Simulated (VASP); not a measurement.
# BP (F-43m) in VASP: settings compared

Aim: see how the results for BP move with the level of theory and the settings. Levels: PBE, HSE06. Tasks: band structure.

Everything below comes from runs of VASP 6.6.1. Logs are shortened: lines on timing, memory, paths and dates and some standing lists are left out, and cuts for length are marked.

**1. The crystal as given**

Symmetry: F-43m, No. 216, cubic system. The conventional cell has a = 4.521 Å, b = 4.521 Å, c = 4.521 Å, α = 90.00°, β = 90.00°, γ = 90.00°. B (site symmetry -43m) has 4 P at 1.96 Å as nearest neighbours. P (site symmetry -43m) has 4 B at 1.96 Å as nearest neighbours.

**2. Band structure, PBE**

INCAR

```
SYSTEM = BP
ALGO = Normal
EDIFF = 1E-7
ENCUT = 520
GGA = PE
ISIF = 2
ISMEAR = 0
KPAR = 4
LASPH = .True.
LCHARG = .False.
LREAL = .False.
LWAVE = .False.
NELM = 80
PREC = Accurate
SIGMA = 0.03
```

KPOINTS

```
k-points
0
Gamma
  6 6 6
  0 0 0
```

POSCAR

```
BP                                      
1.0
    0.0000000000      2.2605516541      2.2605516541
    2.2605516541      0.0000000000      2.2605516541
    2.2605516541      2.2605516541      0.0000000000
  B               P             
     1     1
Direct
     0.0000000000000000    0.0000000000000000    0.0000000000000000
     0.2500000000000000    0.2500000000000000    0.2500000000000000
```

KPOINTS_OPT

```
explicit points
6
Reciprocal
 0.0000000000  0.0000000000  0.0000000000 1
 0.3750000000  0.3750000000  0.7500000000 1
 0.5000000000  0.5000000000  0.5000000000 1
 0.6250000000  0.2500000000  0.6250000000 1
 0.5000000000  0.2500000000  0.7500000000 1
 0.5000000000  0.0000000000  0.5000000000 1
```

Potentials or basis: VASP PAW PBE potentials, release 64 (B, P).

Command:

```console
> cat potpaw_PBE.64/B/POTCAR potpaw_PBE.64/P/POTCAR > POTCAR
> mpirun -np 4 vasp_std > vasp.out
```

OUTCAR:

```text
SYSTEM = BP
   EDIFF = 1E-7
   ENCUT = 520
   GGA = PE
   ISIF = 2
   ISMEAR = 0
   LASPH = .True.
   LREAL = .False.
   NELM = 80
   PREC = Accurate

 ion  position               nearest neighbor table
   1  0.000  0.000  0.000-   2 1.96   2 1.96   2 1.96   2 1.96
   2  0.250  0.250  0.250-   1 1.96   1 1.96   1 1.96   1 1.96

  LATTYP: Found a face centered cubic cell.
 ALAT       =     4.5211033082

  Lattice vectors:

 A1 = (   0.0000000000,   2.2605516541,   2.2605516541)
 A2 = (   2.2605516541,   0.0000000000,   2.2605516541)
 A3 = (   2.2605516541,   2.2605516541,   0.0000000000)

Analysis of symmetry for initial positions (statically):
=====================================================================
 Subroutine PRICEL returns:
 Original cell was already a primitive cell.

 Routine SETGRP: Setting up the symmetry group for a
 face centered cubic supercell.

 Subroutine GETGRP returns: Found 24 space group operations
 (whereof 24 operations were pure point group operations)
 out of a pool of 48 trial point group operations.

The static configuration has the point symmetry T_d .

Analysis of symmetry for dynamics (positions and initial velocities):
=====================================================================
 Subroutine PRICEL returns:
 Original cell was already a primitive cell.

 Routine SETGRP: Setting up the symmetry group for a
 face centered cubic supercell.

 Subroutine GETGRP returns: Found 24 space group operations
 (whereof 24 operations were pure point group operations)
 out of a pool of 48 trial point group operations.

The dynamic configuration has the point symmetry T_d .

 Subroutine INISYM returns: Found 24 space group operations
 (whereof 24 operations are pure point group operations),
 and found     1 'primitive' translations

----------------------------------------------------------------------------------------

                                     Primitive cell

  volume of cell :      23.1033

  direct lattice vectors                    reciprocal lattice vectors
     0.000000000  2.260551654  2.260551654    -0.221184948  0.221184948  0.221184948
     2.260551654  0.000000000  2.260551654     0.221184948 -0.221184948  0.221184948
     2.260551654  2.260551654  0.000000000     0.221184948  0.221184948 -0.221184948

  length of vectors
     3.196902808  3.196902808  3.196902808     0.383103568  0.383103568  0.383103568

  position of ions in fractional coordinates (direct lattice)
     0.000000000  0.000000000  0.000000000
     0.250000000  0.250000000  0.250000000

  ion indices of the primitive-cell ions
   primitive index   ion index
                 1           1
                 2           2

----------------------------------------------------------------------------------------

 KPOINTS: k-points

Automatic generation of k-mesh.
 Grid dimensions read from file:
 generate k-points for:    6    6    6

 Generating k-lattice:

  Cartesian coordinates                     Fractional coordinates (reciprocal lattice)
    -0.036864158  0.036864158  0.036864158     0.166666667  0.000000000  0.000000000
     0.036864158 -0.036864158  0.036864158     0.000000000  0.166666667  0.000000000
     0.036864158  0.036864158 -0.036864158     0.000000000  0.000000000  0.166666667

  Length of vectors
     0.063850595  0.063850595  0.063850595

  Shift w.r.t. Gamma in fractional coordinates (k-lattice)
     0.000000000  0.000000000  0.000000000

 Subroutine IBZKPT returns following result:
 ===========================================

 Found     16 irreducible k-points:

 Following reciprocal coordinates:
            Coordinates               Weight
  0.000000  0.000000  0.000000      1.000000
  0.166667  0.000000  0.000000      8.000000
  0.333333  0.000000  0.000000      8.000000
  0.500000  0.000000  0.000000      4.000000
  0.166667  0.166667  0.000000      6.000000
  0.333333  0.166667  0.000000     24.000000
  0.500000  0.166667  0.000000     24.000000
 -0.333333  0.166667  0.000000     24.000000
 -0.166667  0.166667  0.000000     12.000000
  0.333333  0.333333  0.000000      6.000000
  0.500000  0.333333  0.000000     24.000000
 -0.333333  0.333333  0.000000     12.000000
  0.500000  0.500000  0.000000      3.000000
  0.500000  0.333333  0.166667     24.000000
 -0.333333  0.333333  0.166667     24.000000
 -0.333333  0.500000  0.166667     12.000000
   k-points           NKPTS =     16   k-points in BZ     NKDIM =     16   number of bands    NBANDS=      8
   number of dos      NEDOS =    301   number of ions     NIONS =      2
   total plane-waves  NPLWV =  13824
   dimension x,y,z NGX =    24 NGY =   24 NGZ =   24
   dimension x,y,z NGXF=    48 NGYF=   48 NGZF=   48
   ions per type =               1   1
   NGX,Y,Z   is equivalent  to a cutoff of  12.48, 12.48, 12.48 a.u.
   NGXF,Y,Z  is equivalent  to a cutoff of  24.96, 24.96, 24.96 a.u.
 SYSTEM =  BP
   PREC   = accura    normal or accurate (medium, high low for compatibility)
   ISTART =      0    job   : 0-new  1-cont  2-samecut
   ICHARG =      2    charge: 1-file 2-atom 10-const
   ISPIN  =      1    spin polarized calculation?
   LNONCOLLINEAR =      F non collinear calculations
   LSORBIT =      F    spin-orbit coupling
   LASPH  =      T    aspherical Exc in radial PAW
   ENCUT  =  520.0 eV  38.22 Ry    6.18 a.u.   5.94  5.94  5.94*2*pi/ulx,y,z
   NELM   =     80;   NELMIN=  2; NELMDL= -5     # of ELM steps
   EDIFF  = 0.1E-06   stopping-criterion for ELM
   LREAL  =      F    real-space projection
   EDIFFG = 0.1E-05   stopping-criterion for IOM
   NSW    =      0    number of steps for IOM
   IBRION =     -1    ionic relax: 0-MD 1-quasi-New 2-CG
   NFREE  =      0    steps in history (QN), initial steepest desc. (CG)
   ISIF   =      2    stress and relaxation
   ISYM   =      2    0-nonsym 1-usesym 2-fastsym
   POTIM  = 0.5000    time-step for ionic-motion
   TEBEG  =    0.0;   TEEND  =   0.0 temperature during run
   PSTRESS=    0.0 pullay stress
   NELECT =       8.0000    total number of electrons
   NUPDOWN=      -1.0000    fix difference up-down
   EMIN   =  10.00;   EMAX   =-10.00  energy-range for DOS
   EFERMI =   0.00;   METHOD = LEGACY
   ISMEAR =     0;   SIGMA  =   0.03  broadening in eV -4-tet -1-fermi 0-gaus
   EFERMI_NEDOS =   21; number of points for ismear=-14 and -15
   IALGO  =     38    algorithm
   IMIX   =      4    mixing-type and parameters
     AMIX     =   0.40;   BMIX     =  1.00
     AMIX_MAG =   1.60;   BMIX_MAG =  1.00
  volume/ion in A,a.u.               =      11.55        77.95
  Fermi-wavevector in a.u.,A,eV,Ry     =   1.149601  2.172431 17.981215  1.321582
  Thomas-Fermi vector in A             =   2.286270
   LORBIT       =      0    0 simple, 1 ext, 2 COOP (PROOUT), +10 PAW based schemes
   GGA     = PE    functional components
   LHFCALC =     F    Hartree Fock is set to
   AEXX    =    0.0000 exact exchange contribution
   IVDW    =     0    specifies the selected vdW correction
   LEPSILON=     F    determine dielectric tensor
   LRPA    =     F    only Hartree local field effects (RPA)
 non-spin polarized calculation
 Gauss-broadening in eV      SIGMA  =   0.03
  energy-cutoff  :      520.00
  volume of cell :       23.10
 maximum number of plane-waves:       636
   NGX = 11   NGY = 11   NGZ = 11

 number of electron       8.0000001 magnetization

 Free energy of the ion-electron system (eV)
  ---------------------------------------------------
  ext. energy  EPLUGINS =         0.00000000
  ---------------------------------------------------
  free energy    TOTEN  =       -12.91005176 eV

  energy without entropy =      -12.91005176  energy(sigma->0) =      -12.91005176

 E-fermi :   7.7516     XC(G=0): -10.9526

 val. band max:        7.5720003610   @ k =   0.0000   0.0000   0.0000
 cond. band min:       8.8785474485   @ k =   0.5000   0.5000   0.0000
 fundamental gap:      1.3065470874
 Fermi energy:         7.7515900758

 k-point     1 :       0.0000    0.0000    0.0000
  band No.  band energies     occupation
      1      -7.9908      2.00000
      2       7.5720      2.00000
      3       7.5720      2.00000
      4       7.5720      2.00000
      5      10.9866      0.00000
      6      10.9866      0.00000
      7      10.9866      0.00000
      8      15.1175      0.00000

 k-point     2 :       0.1667    0.0000    0.0000
  band No.  band energies     occupation
      1      -7.4883      2.00000
      2       4.7155      2.00000
      3       6.9003      2.00000
      4       6.9003      2.00000
      5      11.6332      0.00000
      6      11.9000      0.00000
      7      11.9000      0.00000
      8      16.3721      0.00000

 k-point     3 :       0.3333    0.0000    0.0000
  band No.  band energies     occupation
      1      -6.0562      2.00000
      2       0.7883      2.00000
      3       6.0911      2.00000
      4       6.0911      2.00000
      5      11.5310      0.00000
      6      12.4438      0.00000
      7      12.4438      0.00000
      8      17.7426      0.00000

 k-point     4 :       0.5000    0.0000    0.0000
  band No.  band energies     occupation
      1      -4.6237      2.00000
      2      -1.5442      2.00000
      3       5.8001      2.00000
      4       5.8001      2.00000
      5      11.4191      0.00000
      6      12.2895      0.00000
      7      12.2895      0.00000
      8      17.7353      0.00000

 k-point     5 :       0.1667    0.1667    0.0000
  band No.  band energies     occupation
      1      -7.3197      2.00000
      2       5.6398      2.00000
      3       5.8198      2.00000
      4       5.8198      2.00000
      5      10.0139      0.00000
      6      13.4739      0.00000
      7      13.4739      0.00000
      8      14.5192      0.00000

 k-point     6 :       0.3333    0.1667    0.0000
  band No.  band energies     occupation
      1      -6.1848      2.00000
      2       2.2206      2.00000
      3       5.0160      2.00000
      4       5.0282      2.00000
      5      10.5178      0.00000
      6      13.8154      0.00000
      7      14.2484      0.00000
      8      14.5559      0.00000

 k-point     7 :       0.5000    0.1667    0.0000
  band No.  band energies     occupation
      1      -4.4727      2.00000
      2      -0.8367      2.00000
      3       3.9614      2.00000
      4       4.9693      2.00000
      5      10.8655      0.00000
      6      13.9939      0.00000
      7      14.0506      0.00000
      8      16.5730      0.00000

 k-point     8 :      -0.3333    0.1667    0.0000
  band No.  band energies     occupation
      1      -5.0320      2.00000
      2       0.0178      2.00000
      3       3.5059      2.00000
      4       5.6617      2.00000
      5      11.5348      0.00000
      6      13.4044      0.00000
      7      13.9292      0.00000
      8      17.5213      0.00000

 k-point     9 :      -0.1667    0.1667    0.0000
  band No.  band energies     occupation
      1      -6.6684      2.00000
      2       3.2347      2.00000
      3       4.1734      2.00000
      4       6.7285      2.00000
      5      12.2466      0.00000
      6      12.3280      0.00000
      7      13.3702      0.00000
      8      15.9547      0.00000

 k-point    10 :       0.3333    0.3333    0.0000
  band No.  band energies     occupation
      1      -5.3751      2.00000
      2       1.9530      2.00000
      3       4.0450      2.00000
      4       4.0450      2.00000
      5       8.9401      0.00000
      6      10.8707      0.00000
      7      17.2610      0.00000
      8      17.2610      0.00000

 k-point    11 :       0.5000    0.3333    0.0000
  band No.  band energies     occupation
      1      -3.8362      2.00000
      2      -0.0263      2.00000
      3       2.3432      2.00000
      4       3.8466      2.00000
      5       9.4773      0.00000
      6      11.7374      0.00000
      7      17.6341      0.00000
      8      17.8828      0.00000

 k-point    12 :      -0.3333    0.3333    0.0000
  band No.  band energies     occupation
      1      -3.5132      2.00000
      2      -0.3109      2.00000
      3       1.1695      2.00000
      4       4.4856      2.00000
      5      10.2064      0.00000
      6      15.8434      0.00000
      7      16.1742      0.00000
      8      17.4486      0.00000

 k-point    13 :       0.5000    0.5000    0.0000
  band No.  band energies     occupation
      1      -3.0767      2.00000
      2      -1.0703      2.00000
      3       3.4153      2.00000
      4       3.4153      2.00000
      5       8.8785      0.00000
      6       9.2175      0.00000
      7      19.8001      0.00000
      8      19.8001      0.00000

 k-point    14 :       0.5000    0.3333    0.1667
  band No.  band energies     occupation
      1      -4.8199      2.00000
      2       1.0132      2.00000
      3       2.5124      2.00000
      4       4.2724      2.00000
      5      11.5866      0.00000
      6      13.1191      0.00000
      7      14.1057      0.00000
      8      17.1632      0.00000

 k-point    15 :      -0.3333    0.3333    0.1667
  band No.  band energies     occupation
      1      -3.4941      2.00000
      2      -0.6058      2.00000
      3       2.0192      2.00000
      4       3.5507      2.00000
      5      12.0839      0.00000
      6      13.3173      0.00000
      7      16.2448      0.00000
      8      16.8055      0.00000

 k-point    16 :      -0.3333    0.5000    0.1667
  band No.  band energies     occupation
      1      -2.8708      2.00000
      2      -0.7038      2.00000
      3       2.2116      2.00000
      4       2.3338      2.00000
      5      11.4004      0.00000
      6      12.0389      0.00000
      7      16.7662      0.00000
      8      17.4322      0.00000

------------------------ aborting loop because EDIFF is reached ----------------------------------------

  FORCE on cell =-STRESS in cart. coord.  units (eV):
  Direction    XX          YY          ZZ          XY          YZ          ZX
  --------------------------------------------------------------------------------------
  -------------------------------------------------------------------------------------
  Total        0.4218851      0.4218851      0.4218851      0.0000000      0.0000000      0.0000000
  in kB       29.2571146     29.2571146     29.2571146      0.0000000      0.0000000      0.0000000
  external PRESSURE =      29.2571146 kB  Pullay stress =       0.0000000 kB

 VOLUME and BASIS-vectors are now :
 -----------------------------------------------------------------------------
  energy-cutoff  :      520.00
  volume of cell :       23.10
      direct lattice vectors                 reciprocal lattice vectors
     0.000000000  2.260551654  2.260551654    -0.221184948  0.221184948  0.221184948
     2.260551654  0.000000000  2.260551654     0.221184948 -0.221184948  0.221184948
     2.260551654  2.260551654  0.000000000     0.221184948  0.221184948 -0.221184948

 POSITION                                       TOTAL-FORCE (eV/Angst)
 -----------------------------------------------------------------------------------
      0.00000      0.00000      0.00000         0.000000     -0.000000      0.000000
      1.13028      1.13028      1.13028        -0.000000      0.000000     -0.000000
 -----------------------------------------------------------------------------------
    total drift:                                0.000000      0.000000      0.000000

  FREE ENERGIE OF THE ION-ELECTRON SYSTEM (eV)
  ---------------------------------------------------
  free  energy   TOTEN  =       -12.9100517561 eV

  energy  without entropy=      -12.9100517561  energy(sigma->0) =      -12.91005176
```

Wall time 2.6 s (4 MPI ranks of Intel Xeon Platinum 8488C (Sapphire Rapids), shared host); peak memory 0.12 GiB.

What came out:

```yaml
Free_energy: -12.9101 eV
Pressure: 2.9 GPa
Band_gap_on_the_k_mesh: 1.31 eV, indirect (least direct gap 3.41 eV)
Band_gap_along_the_path: 1.31 eV, indirect (least direct gap 3.41 eV)
```

A hybrid or GW would open this gap; PBE tends to underestimate it.

**3. Band structure, HSE06**

POSCAR is that of step 2.

INCAR.step1

```
SYSTEM = BP
ALGO = Normal
EDIFF = 1E-5
ENCUT = 520
GGA = PE
ISIF = 2
ISMEAR = 0
KPAR = 4
LASPH = .True.
LCHARG = .False.
LREAL = .False.
LWAVE = .True.
NELM = 80
PREC = Accurate
SIGMA = 0.03
```

INCAR.step2

```
SYSTEM = BP
ALGO = Normal
EDIFF = 1E-7
ENCUT = 520
GGA = PE
HFSCREEN = 0.2
ISIF = 2
ISMEAR = 0
ISTART = 1
KPAR = 4
LASPH = .True.
LCHARG = .False.
LHFCALC = .True.
LREAL = .False.
LWAVE = .False.
NELM = 80
PREC = Accurate
PRECFOCK = Fast
SIGMA = 0.03
```

KPOINTS is that of step 2.

KPOINTS_OPT is that of step 2.

Potentials or basis: VASP PAW PBE potentials, release 64 (B, P).

Command:

```console
> cat potpaw_PBE.64/B/POTCAR potpaw_PBE.64/P/POTCAR > POTCAR
> cp INCAR.step1 INCAR
> mpirun -np 4 vasp_std > vasp.out
> cp INCAR.step2 INCAR
> mpirun -np 4 vasp_std > vasp.out
```

Run time: 36 s. Hardware: 4 MPI ranks of Intel Xeon Platinum 8488C (Sapphire Rapids), shared host; peak memory 0.23 GiB.

Results (log left out):

- Free energy: -14.8587 eV
- Pressure: -0.1 GPa
- Band gap on the k mesh: 2.06 eV, indirect (least direct gap 4.37 eV)
- Band gap along the path: 2.06 eV, indirect (least direct gap 4.37 eV)

Levels at points of the mesh, in eV from the valence-band top:
| k point | band 1 | band 2 | band 3 | band 4 | band 5 | band 6 | band 7 | band 8 |
| --- | --- | --- | --- | --- | --- | --- | --- | --- |
| (0.00, 0.00, 0.00) | -17.21 | 0.00 | 0.00 | 0.00 | 4.37 | 4.37 | 4.37 | 8.89 |
| (0.50, 0.00, 0.00) | -13.50 | -10.09 | -1.95 | -1.95 | 4.83 | 5.75 | 5.75 | 11.42 |
| (0.50, 0.50, 0.00) | -11.75 | -9.64 | -4.57 | -4.57 | 2.06 | 2.42 | 13.96 | 13.96 |

Caveat: the PAW data sets were made with another functional, which shifts forces and pressure a little.
